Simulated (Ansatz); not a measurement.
Crystal: Au.

```
CELL_PARAMETERS angstrom
0.00000 2.03500 2.03500
2.03500 0.00000 2.03500
2.03500 2.03500 0.00000
ATOMIC_POSITIONS crystal
Au 0.00000 0.00000 0.00000
```

- Program: Ansatz 0.2.0
- Task: relaxation of cell and atoms
- Functional: RPBE
- Potentials or basis: all-electron LAPW, scalar-relativistic
- Basis error allowed: 0.001 eV/atom
- k mesh: 11 × 11 × 11
- Occupations: fermi-dirac, width 0.05 eV
- Spin: no spin polarisation

At the start: volume 16.85 Å³/atom.

Q: How do energy, volume and symmetry change on relaxing?

A: Over 6 steps the energy falls by 67.8 meV/atom and the volume is 18.48 Å³/atom (+9.7 %); space group Fm-3m (No. 225, to 0.05 Å).

The path:
```csv
step,energy change (eV),largest force (eV/Å),volume (Å³)
1,0.0000,0.0000,16.85
2,-0.0510,0.0000,19.44
3,-0.0670,0.0000,18.69
4,-0.0678,0.0000,18.45
5,-0.0678,0.0000,18.48
6,-0.0678,0.0000,18.48
```

Final structure:
```
Au
1.0
     0.00000    2.09847    2.09847
     2.09847    0.00000    2.09847
     2.09847    2.09847    0.00000
Au
1
Cartesian
  0.0000 0.0000 0.0000
```
